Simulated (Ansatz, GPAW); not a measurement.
# Geometry or basis: what sets the conductance of hydroquinonedithiol between two Pt chains, part 2 of 3

Wanted: T(E) of hydroquinonedithiol between two Pt chains at a relaxed geometry in two programs, beside the unrelaxed structure.

GPAW 26.7.0 and Ansatz 0.2.0; Ansatz plane waves; relaxation of the junction with the lead ends held (the session's first sound run).

So far, transmission at the Fermi level (one spin): step 3 (plane-wave reference (PBE)) 0.335. Also conductance of the perfect lead (G₀): step 3 4.00.

**4. GPAW, dzp**

The script solves lead and junction separately, takes H and S in the orbital basis, and joins semi-infinite leads through their self-energies; the dzp basis is the working standard.

This step: GPAW LCAO, PAW setups; Landauer transmission from Green's functions with principal layers (ASE), zero bias (GPAW 26.7.0).

The input, run.py:

```python
import json
import numpy as np
from ase import Atoms
from ase.transport.calculators import TransportCalculator
from gpaw import GPAW, FermiDirac
from gpaw.lcao.tools import get_lcao_hamiltonian
from scipy.linalg import eigh

# The junction with lead layers at both ends, along the third cell vector
device = Atoms(
    ['Pt', 'Pt', 'Pt', 'Pt', 'Pt', 'Pt', 'Pt', 'Pt', 'S', 'H', 'C', 'C', 'H', 'O', 'C', 'C', 'O', 'H', 'C', 'C', 'H', 'S', 'Pt', 'Pt', 'Pt', 'Pt', 'Pt', 'Pt', 'Pt', 'Pt'],
    positions=[
        [6.26870, 4.50000, 1.20000],
        [6.26870, 4.50000, 3.60000],
        [6.26870, 4.50000, 6.00000],
        [6.26870, 4.50000, 8.40000],
        [6.26870, 4.50000, 10.80000],
        [6.26870, 4.50000, 13.20000],
        [5.20828, 4.64932, 15.34542],
        [5.99955, 4.55085, 17.64460],
        [5.03001, 4.58420, 19.61311],
        [7.90537, 4.56367, 20.63879],
        [5.80188, 4.58179, 21.16969],
        [7.18080, 4.57078, 21.45231],
        [3.37097, 4.60761, 21.15579],
        [3.54767, 4.60437, 22.12390],
        [4.88256, 4.59136, 22.30464],
        [7.65271, 4.56995, 22.75813],
        [8.98769, 4.56192, 22.93899],
        [9.16436, 4.56292, 23.90713],
        [5.35450, 4.58585, 23.61047],
        [6.73343, 4.57540, 23.89297],
        [4.62975, 4.59097, 24.42392],
        [7.50551, 4.56510, 25.44945],
        [6.53813, 4.54620, 27.41892],
        [7.32309, 4.66817, 29.71928],
        [6.26870, 4.50000, 31.86692],
        [6.26870, 4.50000, 34.26692],
        [6.26870, 4.50000, 36.66692],
        [6.26870, 4.50000, 39.06692],
        [6.26870, 4.50000, 41.46692],
        [6.26870, 4.50000, 43.86692]],
    cell=[[12.53741, 0.0, 0.0], [0.0, 9.0, 0.0], [0.0, 0.0, 45.06692]],
    pbc=True)

# One principal layer of the lead: the first 5 atoms of the device
lead = Atoms(
    ['Pt', 'Pt', 'Pt', 'Pt', 'Pt'],
    positions=[
        [6.26870, 4.50000, 1.20000],
        [6.26870, 4.50000, 3.60000],
        [6.26870, 4.50000, 6.00000],
        [6.26870, 4.50000, 8.40000],
        [6.26870, 4.50000, 10.80000]],
    cell=[[12.53741, 0.0, 0.0], [0.0, 9.0, 0.0], [0.0, 0.0, 12.0]],
    pbc=True)

settings = dict(mode='lcao', basis='dzp', xc='PBE', h=0.18,
                occupations=FermiDirac(0.1), maxiter=250,
                mixer=dict(beta=0.1, nmaxold=8, weight=100.0),
                convergence=dict(density=0.0001))
energies = np.arange(-2, 2 + 1e-9, 0.025)
eta = 0.0001
n1, n2 = 1, 1
# k and -k transmit alike, so half of the mesh across the current serves
mesh = [(i, j) for i in range(n1) for j in range(n2) if (i, j) <= (-i % n1, -j % n2)]
weights = np.array([1 if (i, j) == (-i % n1, -j % n2) else 2 for i, j in mesh]) / (n1 * n2)


def ground_state(atoms, size, txt):
    atoms.calc = GPAW(kpts={'size': size, 'gamma': True}, symmetry={'tolerance': 1e-3}, txt=txt, **settings)
    atoms.get_potential_energy()
    return atoms.calc.get_fermi_level()


def blocks(atoms, fermi, points, nz, cells):
    """H - E_F S and S between cell 0 and the cells above it, at each point across the current."""
    kz = np.arange(nz) / nz
    calc = atoms.calc.fixed_density(kpts=[(*k, z) for k in points for z in kz], symmetry='off', txt=None)
    H, S = get_lcao_hamiltonian(calc)
    H = (H - fermi * S).reshape(len(H), len(points), nz, *S.shape[1:])
    S = S.reshape(H.shape[1:])
    phases = [np.exp(-2j * np.pi * kz * R) / nz for R in cells]
    return [(np.einsum('skzij,z->ksij', H, p), np.einsum('kzij,z->kij', S, p)) for p in phases]


def pair(a, b):
    return np.block([[a, b], [b.T.conj(), a]])


def count_channels(h, s, cells, nk=240):
    """Half the number of times that the lead's bands cross each energy, unfolded to its shortest repeat."""
    b = len(h) // cells
    bands = []
    for k in (np.arange(nk + 1) + 0.5) / nk:
        hk, sk = h[:b, :b].copy(), s[:b, :b].copy()
        for R in range(1, cells):
            phase, block = np.exp(2j * np.pi * k * R), slice(R * b, (R + 1) * b)
            hk += h[:b, block] * phase + (h[:b, block] * phase).T.conj()
            sk += s[:b, block] * phase + (s[:b, block] * phase).T.conj()
        w, u = eigh(sk)
        x = u[:, w > 1e-5] / w[w > 1e-5]**0.5  # drop near-dependent combinations
        bands.append(np.r_[eigh(x.T.conj() @ hk @ x, eigvals_only=True), [1e9] * (w <= 1e-5).sum()])
    below = np.array(bands)[:, :, None] < energies
    return (below[1:] != below[:-1]).sum((0, 1)) / 2


fermi_lead = ground_state(lead, (1, 1, 10), 'lead.txt')
fermi_device = ground_state(device, (1, 1, 2), 'device.txt')
T, channels, eigen, tail, misfit, shifts = [], [], [], 0.0, 0.0, []
for first in range(0, len(mesh), 123):
    points = [(i / n1, j / n2) for i, j in mesh[first:first + 123]]
    (H0k, S0k), (H1k, S1k), (H2k, _) = blocks(lead, fermi_lead, points, 5, range(3))
    [(Hk, Sk)] = blocks(device, fermi_device, points, 2, [0])
    tail = max(tail, abs(H2k).max())
    for H0, S0, H1, S1, H, S in zip(H0k, S0k, H1k, S1k, Hk, Sk):
        n = len(S0)
        # Shift the lead onto the potential of the device's first layer
        shift = ((H[:, 0, 0] - H0[:, 0, 0]) / S0[0, 0]).real.mean()
        shifts.append(shift)
        misfit = max(misfit, abs(H[:, :n, :n] - H0 - shift * S0).max())
        Tk, Ck, Ek = [], [], []
        for s in range(len(H)):
            t = s % len(H0)  # a lead without moments serves both spins
            h1, s1 = pair(H0[t] + shift * S0, H1[t] + shift * S1), pair(S0, S1)
            leads = dict(h1=h1, s1=s1, energies=energies, eta=eta, eta1=eta, eta2=eta)
            calc = TransportCalculator(h=H[s], s=S, eigenchannels=3, **leads)
            Tk.append(calc.get_transmission())
            Ek.append(np.sort(calc.eigenchannels_ne, axis=0)[::-1])
            Ck.append(count_channels(h1, s1, 10))
        T.append(Tk)
        channels.append(Ck)
        eigen.append(Ek)
T, channels = np.array(T), np.array(channels)
mean, open_channels = np.einsum('kse,k->se', T, weights), np.einsum('kse,k->se', channels, weights)

print(f'basis functions: device {len(S)}, principal layer {n}')
print(f'Fermi level: lead {fermi_lead:.4f} eV, device {fermi_device:.4f} eV; lead shifted by {np.mean(shifts):.4f} eV')
print(f'largest coupling past the next layer {tail:.2e} eV, largest misfit of the first layer {misfit:.3f} eV')
print('  E-E_F (eV)   ' + 'T (one spin)  channels')
for e, t, c in zip(energies, mean.T, open_channels.T):
    print(f'{e:10.3f}  ', *[f'{x:11.4e}' for x in t], *[f'{x:9.4f}' for x in c])

kT = 8.617333e-5 * 300
fine = np.linspace(energies[0], energies[-1], 4001)
both = np.exp(np.interp(fine, energies, np.log(np.maximum(mean.sum(0) * 2 / len(mean), 1e-30))))
fermi = lambda mu: 1 / (1 + np.exp(np.clip((fine - mu) / kT, -200, 200)))
slope = fermi(0) * (1 - fermi(0)) / kT
G = np.trapezoid(both * slope, fine) / 2
seebeck = -np.trapezoid(both * slope * fine, fine) / (2 * G * 300) * 1e6
print(f'conductance at 300 K: {G:.5g} G0 a cell; thermopower {seebeck:.4g} uV/K')
bias = [0.1, 0.2, 0.5, 1.0, 1.5, 2.0]
current = [38.74 * np.trapezoid(both * (fermi(V / 2) - fermi(-V / 2)), fine) for V in bias]
for V, I in zip(bias, current):
    print(f'current from the zero-bias T(E) at {V} V: {I:.5g} uA')
zero = abs(energies).argmin()
json.dump(dict(energies=energies.tolist(), T=mean.tolist(), channels=open_channels.tolist(), G=G, seebeck=seebeck,
               bias=bias, current=current, tail=tail, misfit=misfit, shift=np.mean(shifts), n_device=len(S), n_lead=n,
               fermi=[fermi_lead, fermi_device], energy=device.get_potential_energy(),
               moments=device.get_magnetic_moments().tolist(), mesh=mesh, weights=weights.tolist(),
               T_k=T[:, :, zero].tolist(), eigen=np.array(eigen[0]).tolist()), open('result.json', 'w'))
```

Command:

```bash
$ OMP_NUM_THREADS=1 OPENBLAS_NUM_THREADS=1 python run.py
```

Run time: 14 min. Hardware: 1 thread of Arm Neoverse N1, shared host; peak memory 2.9 GiB.

Numbers from this step:

```yaml
conductance: 0.3406 G₀
thermopower: 63.39 μV/K
largest_coupling_past_the_next_principal_layer: 8.09e-6 eV
largest_misfit_of_the_first_principal_layer: 0.1377 eV
shift_that_aligns_the_lead: 0.002310 eV
basis_functions_of_the_junction: 582
basis_functions_of_a_principal_layer: 135
transmission_at_the_fermi_level_one_spin: 0.3031
```

One spin. Table of transmission, zone mean by energy, zero at the Fermi level:

energy (eV), transmission, zone mean and a bar:
```
   -2.000       0.86 ##########################
   -1.800       0.85 #########################
   -1.600       0.77 #######################
   -1.400       0.45 ##############
   -1.200       0.09 ###
   -1.000       0.11 ###
   -0.800       0.07 ##
   -0.725       1.00 ##############################
   -0.600       0.86 ##########################
   -0.500       1.00 ##############################
   -0.400       0.75 ######################
   -0.250       1.00 ##############################
   -0.200       0.98 #############################
    0.000       0.30 #########
    0.200       0.13 ####
    0.400       0.47 ##############
    0.450       0.99 ##############################
    0.600       0.03 #
    0.800       0.00 
    1.000       0.00 
    1.200       0.00 
    1.400       0.00 
    1.600       0.00 
    1.800       0.00 
    2.000       0.00
```

Not self-consistent under bias; the bias window is split evenly. Current through one cell, from the zero-bias transmission against bias:

```csv
bias (V),"current through one cell, from the zero-bias transmission (μA)"
0.100,2.74
0.200,5.98
0.500,18.3
1.000,42.2
1.500,60.8
2.000,64.2
```

Table of transmission of the three most open eigenchannels by energy, zero at the Fermi level:

```csv
energy (eV),channel 1,channel 2,channel 3
-2.000,0.858,0.00595,2.5e-4
-1.900,0.849,0.00507,6.8e-4
-1.800,0.841,0.00434,0.00220
-1.700,0.816,0.00801,0.00354
-1.600,0.753,0.0123,0.00310
-1.500,0.635,0.00781,0.00392
-1.400,0.446,0.00638,0.00289
-1.300,0.255,0.00701,6.2e-4
-1.200,0.0802,0.00852,3.9e-4
-1.100,0.0320,0.0217,4.0e-4
-1.000,0.0910,0.0223,4.2e-4
-0.900,0.0569,0.0228,8.4e-4
-0.800,0.0522,0.0156,0.00133
-0.700,0.953,0.00640,0.00162
-0.600,0.852,0.00341,0.00190
-0.500,0.994,0.00200,0.00189
-0.400,0.743,0.00161,0.00150
-0.300,0.825,0.00239,0.00135
-0.200,0.976,0.00125,0.00118
-0.100,0.794,0.00147,9.3e-5
0.000,0.301,0.00173,2.5e-5
0.100,0.155,0.00193,9.8e-6
0.200,0.125,0.00206,3.4e-6
0.300,0.160,0.00196,7.6e-7
0.400,0.469,0.00227,3.3e-7
0.500,0.374,0.00270,1.4e-7
0.600,0.0312,0.00310,5.4e-8
0.700,0.00507,0.00177,9.9e-9
0.800,0.00173,4.4e-12,0
0.900,0.00108,0,0
1.000,7.8e-4,0,0
1.100,6.1e-4,0,0
1.200,5.0e-4,0,0
1.300,4.2e-4,0,0
1.400,3.6e-4,0,0
1.500,3.2e-4,0,0
1.600,2.9e-4,1.0e-12,0
1.700,2.6e-4,1.1e-12,0
1.800,2.3e-4,1.2e-12,0
1.900,2.0e-4,1.3e-12,0
2.000,1.6e-4,1.3e-12,0
```

At the Fermi level T is 0.303 against 0.335 in plane waves. Couplings past the next layer reach 8.1e-6 eV, small enough to drop; the matrix elements of the cell's first layer differ from the bulk lead's by up to 0.14 eV. That layer keeps its own values in the calculation, and only beyond it is the lead taken as perfect. The Fermi levels of lead and junction count from different zeros of potential, one for each periodic cell; with both set to zero, the small remaining shift is what aligns them. Without spin-orbit coupling, which is large for these atoms, channel counts and T are those of the scalar-relativistic bands. By hand: G = 0.3406 × 77.48 μS = 26.4 μS, a resistance of 37.9 kΩ; at 0.1 V a linear junction would pass 2.64 μA, and the integral over the bias window gives 2.74 μA. Mott's formula, S = -(π²/3)(k_B²T/e) d ln T/dE, has the prefactor 7.33 μV/K·eV at 300 K; T = 0.3839 at -0.025 eV and 0.2459 at 0.025 eV give a slope of -8.91 per eV and S = 65.3 μV/K, beside 63.4 μV/K from the thermal integral, which interpolates the same grid.

**5. Single-zeta polarised basis**

The second zeta is dropped, the polarisation orbitals stay.

run.py: that of step 4 with these lines changed.

```diff
@@ -57,3 +57,3 @@
 
-settings = dict(mode='lcao', basis='dzp', xc='PBE', h=0.18,
+settings = dict(mode='lcao', basis='szp(dzp)', xc='PBE', h=0.18,
                 occupations=FermiDirac(0.1), maxiter=250,
```

Elapsed: 8.6 min, on 1 thread; peak memory 2.8 GiB.

This step gave:

* conductance: 0.2888 G₀
* thermopower: 59.85 μV/K
* largest coupling past the next principal layer: 8.13e-6 eV
* largest misfit of the first principal layer: 0.1459 eV
* shift that aligns the lead: 0.001759 eV
* basis functions of the junction: 346
* basis functions of a principal layer: 75
* transmission at the Fermi level (one spin): 0.2566

The conductance, 0.289 G₀, lies 15 % below that of the dzp run.

**6. GPAW, sz: basis = "sz(dzp)"**

The minimal basis is the cheapest rung: no second zeta and no polarisation.

run.py: that of step 5 with these lines changed.

```diff
@@ -57,3 +57,3 @@
 
-settings = dict(mode='lcao', basis='szp(dzp)', xc='PBE', h=0.18,
+settings = dict(mode='lcao', basis='sz(dzp)', xc='PBE', h=0.18,
                 occupations=FermiDirac(0.1), maxiter=250,
```

It took 6.1 min on 1 thread; peak memory 2.7 GiB.

This step gave:

```yaml
conductance: 0.3114 G₀
thermopower: 54.09 μV/K
largest_coupling_past_the_next_principal_layer: 8.11e-6 eV
largest_misfit_of_the_first_principal_layer: 0.05606 eV
shift_that_aligns_the_lead: 0.003974 eV
basis_functions_of_the_junction: 236
basis_functions_of_a_principal_layer: 60
transmission_at_the_fermi_level_one_spin: 0.2762
```

The conductance, 0.311 G₀, lies 8.6 % below that of the dzp run.

**7. revPBE in the dzp basis: xc = "revPBE"**

Back in the dzp basis, the functional changes from PBE to revPBE, to set the spread between functionals beside that between bases.

run.py: that of step 6 with these lines changed.

```diff
@@ -57,3 +57,3 @@
 
-settings = dict(mode='lcao', basis='sz(dzp)', xc='PBE', h=0.18,
+settings = dict(mode='lcao', basis='dzp', xc='revPBE', h=0.18,
                 occupations=FermiDirac(0.1), maxiter=250,
```

Elapsed: 13 min, on 1 thread; peak memory 2.9 GiB.

Numbers from this step:

```yaml
conductance: 0.3412 G₀
thermopower: 61.99 μV/K
largest_coupling_past_the_next_principal_layer: 8.03e-6 eV
largest_misfit_of_the_first_principal_layer: 0.1400 eV
shift_that_aligns_the_lead: 0.002054 eV
basis_functions_of_the_junction: 582
basis_functions_of_a_principal_layer: 135
transmission_at_the_fermi_level_one_spin: 0.3050
```

One spin. Transmission, zone mean against energy, zero at the Fermi level:

```csv
energy (eV),"transmission, zone mean"
-2.000,0.866
-1.900,0.855
-1.800,0.845
-1.700,0.822
-1.600,0.760
-1.500,0.633
-1.400,0.439
-1.300,0.252
-1.200,0.0816
-1.100,0.0528
-1.000,0.113
-0.900,0.0714
-0.800,0.124
-0.725,1.00
-0.700,0.954
-0.600,0.865
-0.500,0.994
-0.400,0.741
-0.300,0.834
-0.200,0.981
-0.175,0.996
-0.100,0.784
0.000,0.305
0.100,0.160
0.200,0.130
0.300,0.168
0.400,0.495
0.450,0.995
0.500,0.358
0.600,0.0332
0.700,0.00655
0.800,0.00172
0.900,0.00107
1.000,7.8e-4
1.100,6.0e-4
1.200,4.9e-4
1.300,4.2e-4
1.400,3.6e-4
1.500,3.2e-4
1.600,2.8e-4
1.700,2.5e-4
1.800,2.3e-4
1.900,2.0e-4
2.000,1.7e-4
```

The conductance equals that of the dzp run to 0.2 %.

**8. Without the relaxation: geometry = "as built"**

The dzp basis with PBE on the structure as first built shows what the relaxation was worth.

run.py: that of step 7 with these lines changed.

```diff
@@ -18,20 +18,20 @@
         [6.26870, 4.50000, 13.20000],
-        [5.20828, 4.64932, 15.34542],
-        [5.99955, 4.55085, 17.64460],
-        [5.03001, 4.58420, 19.61311],
-        [7.90537, 4.56367, 20.63879],
-        [5.80188, 4.58179, 21.16969],
-        [7.18080, 4.57078, 21.45231],
-        [3.37097, 4.60761, 21.15579],
-        [3.54767, 4.60437, 22.12390],
-        [4.88256, 4.59136, 22.30464],
-        [7.65271, 4.56995, 22.75813],
-        [8.98769, 4.56192, 22.93899],
-        [9.16436, 4.56292, 23.90713],
-        [5.35450, 4.58585, 23.61047],
-        [6.73343, 4.57540, 23.89297],
-        [4.62975, 4.59097, 24.42392],
-        [7.50551, 4.56510, 25.44945],
-        [6.53813, 4.54620, 27.41892],
-        [7.32309, 4.66817, 29.71928],
+        [6.26870, 4.50000, 15.60000],
+        [6.26870, 4.50000, 18.00000],
+        [4.81110, 5.22973, 19.69275],
+        [7.64345, 5.23780, 20.46035],
+        [5.63332, 5.22301, 21.27573],
+        [7.02657, 5.22896, 21.35438],
+        [3.25000, 5.25305, 21.51373],
+        [3.52022, 5.23530, 22.45211],
+        [4.88972, 5.22905, 22.46386],
+        [7.64765, 5.22904, 22.60306],
+        [9.01716, 5.23528, 22.61481],
+        [9.28737, 5.25306, 23.55319],
+        [5.51080, 5.22900, 23.71255],
+        [6.90405, 5.22304, 23.79119],
+        [4.89392, 5.23787, 24.60658],
+        [7.72627, 5.22981, 25.37417],
+        [6.26870, 4.50000, 27.06692],
+        [6.26870, 4.50000, 29.46692],
         [6.26870, 4.50000, 31.86692],
@@ -57,3 +57,3 @@
 
-settings = dict(mode='lcao', basis='dzp', xc='revPBE', h=0.18,
+settings = dict(mode='lcao', basis='dzp', xc='PBE', h=0.18,
                 occupations=FermiDirac(0.1), maxiter=250,
```

It took 11 min on 1 thread; peak memory 2.9 GiB.

Numbers from this step:

```yaml
conductance: 0.9276 G₀
thermopower: -11.58 μV/K
largest_coupling_past_the_next_principal_layer: 8.09e-6 eV
largest_misfit_of_the_first_principal_layer: 0.06222 eV
shift_that_aligns_the_lead: -0.002893 eV
transmission_at_the_fermi_level_one_spin: 0.9640
```

The conductance, 0.928 G₀, lies 172 % above that of the dzp run.

**9. The ladder**

Times are wall times on the hardware named with each run. The series side by side:

```csv
no.,run,conductance (G₀),time,memory (GiB)
1,pw PBE,0.3605,3.4 h,6.8
2,dzp,0.3406,14 min,2.9
3,szp,0.2888,8.6 min,2.8
4,sz,0.3114,6.1 min,2.7
5,dzp revPBE,0.3412,13 min,2.9
6,asbuilt,0.9276,11 min,2.9
```

(Part 2 of 3 ends here.)

[Logs are printed without paths, hosts, clocks, repeated set-up lines and the standing remarks that a program may print on its own settings, such as how far it seeks lower states.]

[Hosts, paths, dates, database ids (printed as entryN), source tags and the programs' standing remarks are cut or masked in the printed files.]
